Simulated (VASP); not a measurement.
**Sn in VASP: one cell, several levels of theory**

Aim: gap, levels, forces and stress of Sn in the diamond structure, under +5.0 % strain along z alone at fixed geometry. Runs: PBE, r2SCAN.

Code: VASP 6.6.1. PAW datasets, plane waves. The values are computed, spin-unpolarised, and not measurements.

## (1) The system as given

The cell comes from an earlier relaxation with r2SCAN in another program, then strained, with the atoms relaxed again.

Space group I4_1/amd (No. 141), tetragonal; a = 4.645 Å, c = 6.897 Å in the conventional setting, 37.20 Å³ an atom. Sn has 4 Sn at 2.89 Å.

Coordinates:

```cif
data_structure
_symmetry_space_group_name_H-M 'I4_1/amd:1'
_symmetry_Int_Tables_number 141
_cell_length_a 4.6449
_cell_length_b 4.6449
_cell_length_c 6.8974
_cell_angle_alpha 90.000
_cell_angle_beta 90.000
_cell_angle_gamma 90.000
_cell_volume 148.81
loop_
_atom_site_label
_atom_site_type_symbol
_atom_site_symmetry_multiplicity
_atom_site_Wyckoff_symbol
_atom_site_fract_x
_atom_site_fract_y
_atom_site_fract_z
_atom_site_occupancy
Sn1 Sn 4 a 0.00000 0.00000 0.00000 1
```

## (2) PBE at this geometry

INCAR

```
ENCUT = 520.000000
SIGMA = 0.020000
EDIFF = 1.00e-07
GGA = PE
PREC = Accurate
IBRION = -1
ISIF = 2
ISMEAR = -1
NBANDS = 21
NELM = 120
NSW = 0
LASPH = .TRUE.
LCHARG = .TRUE.
LELF = .TRUE.
LWAVE = .FALSE.
LREAL = .FALSE.
```

KPOINTS

```
KPOINTS created by Atomic Simulation Environment
0
Gamma
6 6 6
0 0 0
```

KPOINTS_OPT

```
special points
7
Reciprocal
0.0000000000 0.0000000000 0.0000000000 1
0.5000000000 0.0000000000 0.5000000000 1
0.6250000000 0.2500000000 0.6250000000 1
0.3750000000 0.3750000000 0.7500000000 1
0.5000000000 0.5000000000 0.5000000000 1
0.5000000000 0.2500000000 0.7500000000 1
0.0000000000 0.0000000000 0.5000000000 1
```

POSCAR

```
Sn
 1.0000000000000000
     0.0000000000000000    3.2844597802000002    3.4486827693000000
     3.2844597802000002    0.0000000000000000    3.4486827693000000
     3.2844597802000002    3.2844597802000002    0.0000000000000000
 Sn
   2
Cartesian
  0.0000000000000000  0.0000000000000000  0.0000000000000000
  1.6422298901000001  1.6422298901000001  1.7243413846500000
```

The run uses the recommended PBE PAW datasets (28 valence electrons a neutral cell).

Started as:

```sh
$ mpirun -np 1 vasp_std
```

## (3) r2SCAN

INCAR

```
ENCUT = 520.000000
SIGMA = 0.020000
EDIFF = 1.00e-07
ALGO = Normal
METAGGA = R2SCAN
PREC = Accurate
IBRION = -1
ISIF = 2
ISMEAR = -1
NBANDS = 21
NELM = 120
NSW = 0
LASPH = .TRUE.
LCHARG = .FALSE.
LWAVE = .FALSE.
LREAL = .FALSE.
```

KPOINTS is that of step 2.

KPOINTS_OPT is that of step 2.

POSCAR is that of step 2.

What does the calculation give? Wanted: for each run, gap; pressure.

The runs gave:

| level | gap (eV) | pressure (GPa) |
| --- | --- | --- |
| PBE | -0.38 | -0.32 |
| r2SCAN | -0.18 | -1.89 |

A negative gap is an overlap of bands.

No gap over 0.02 eV opens at any of these levels. Spin-orbit coupling is left out, though the cell holds Sn (Z = 50); in an element this heavy it can shift bands and gaps by tenths of an eV. The pressure is highest with PBE (-0.3 GPa) and lowest with r2SCAN (-1.9 GPa), which orders the cells that they would relax to.
